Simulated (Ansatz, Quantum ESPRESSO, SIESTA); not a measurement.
AlN: programs and potentials compared

```
Al N
1.0
     3.11300    0.00000    0.00000
    -1.55650    2.69594    0.00000
     0.00000    0.00000    4.98100
Al N
2 2
Direct
  0.66667 0.33333 0.50000
  0.33333 0.66667 0.00000
  0.66667 0.33333 0.88000
  0.33333 0.66667 0.38000
```

Alike in all runs: task band structure; functional PBE; k mesh 10 × 10 × 6; occupations fermi-dirac, width 0.05 eV; no spin polarisation; no spin-orbit coupling. Pressure is positive in compression and, in plane waves, holds the error of the finite cutoff, which Ansatz's Pulay term estimates and takes out. Gaps are the smaller of the mesh's and the band path's.

```csv
program and potentials,plane-wave cutoff (eV),notes,band gap (eV),pressure (GPa),largest force (eV/Å)
"Quantum ESPRESSO, Ansatz NC SR PBE",1238,4 valence electrons an atom on average,4.21,3.61,0.129
"Quantum ESPRESSO, SPMS 1.0 PBE",1197,4 valence electrons an atom on average,4.23,3.73,0.131
"Quantum ESPRESSO, SSSP 1.3 efficiency PBE",816,4 valence electrons an atom on average,4.23,3.84,0.131
"Quantum ESPRESSO, PseudoDojo 0.5 SR PBE stringent",1143,4 valence electrons an atom on average,4.22,3.35,0.131
"Quantum ESPRESSO, JTH 2.0 PBE",680,4 valence electrons an atom on average,4.21,3.88,0.132
"Quantum ESPRESSO, GBRV 1.5 PBE",612,4 valence electrons an atom on average,4.20,4.24,0.126
"Quantum ESPRESSO, SG15 PBE 1.2",1197,8 valence electrons an atom on average,4.23,3.09,0.118
"Ansatz, Ansatz NC",1240,4 valence electrons an atom on average,4.21,3.62,0.129
"SIESTA, files PseudoDojo sr-pbe-0.4.1-standard, TZDP (energy shift 0.01 Ry)",-,atomic basis; 4 valence electrons an atom on average,4.38,5.01,0.134
"SIESTA, files PseudoDojo sr-pbe-0.4.1-standard, TZP (energy shift 0.002 Ry; radii capped at 9.5 bohr)",-,atomic basis; 4 valence electrons an atom on average,4.38,4.71,0.121
"SIESTA, files PseudoDojo sr-pbe-0.4.1-standard, DZP (energy shift 0.002 Ry; radii capped at 9.5 bohr)",-,atomic basis; 4 valence electrons an atom on average,4.37,5.32,0.138
"Ansatz, PseudoDojo standard (PBE files)",1143,4 valence electrons an atom on average,4.22,3.37,0.131
```

Force on atom 1 (Al), eV/Å:

```csv
program and potentials,x,y,z
"Quantum ESPRESSO, Ansatz NC SR PBE",0.000,0.000,-0.129
"Quantum ESPRESSO, SPMS 1.0 PBE",0.000,0.000,-0.131
"Quantum ESPRESSO, SSSP 1.3 efficiency PBE",0.000,0.000,-0.131
"Quantum ESPRESSO, PseudoDojo 0.5 SR PBE stringent",0.000,0.000,-0.131
"Quantum ESPRESSO, JTH 2.0 PBE",0.000,0.000,-0.132
"Quantum ESPRESSO, GBRV 1.5 PBE",0.000,0.000,-0.126
"Quantum ESPRESSO, SG15 PBE 1.2",0.000,0.000,-0.118
"Ansatz, Ansatz NC",0.000,0.000,-0.129
"SIESTA, files PseudoDojo sr-pbe-0.4.1-standard, TZDP (energy shift 0.01 Ry)",0.000,0.000,-0.134
"SIESTA, files PseudoDojo sr-pbe-0.4.1-standard, TZP (energy shift 0.002 Ry; radii capped at 9.5 bohr)",0.000,0.000,-0.121
"SIESTA, files PseudoDojo sr-pbe-0.4.1-standard, DZP (energy shift 0.002 Ry; radii capped at 9.5 bohr)",0.000,0.000,-0.137
"Ansatz, PseudoDojo standard (PBE files)",0.000,0.000,-0.130
```

The band gap spans 4.20 (Quantum ESPRESSO, GBRV 1.5 PBE) to 4.38 eV (SIESTA, files PseudoDojo sr-pbe-0.4.1-standard, TZP (energy shift 0.002 Ry; radii capped at 9.5 bohr)). The pressure spans 3.09 (Quantum ESPRESSO, SG15 PBE 1.2) to 5.32 GPa (SIESTA, files PseudoDojo sr-pbe-0.4.1-standard, DZP (energy shift 0.002 Ry; radii capped at 9.5 bohr)). Rows in atomic bases carry the error of their basis and grid, which can be large.

The functional is the same throughout but for its coding, so the spread measures potentials, basis and numerics; runs on potential files found faulty are left out.
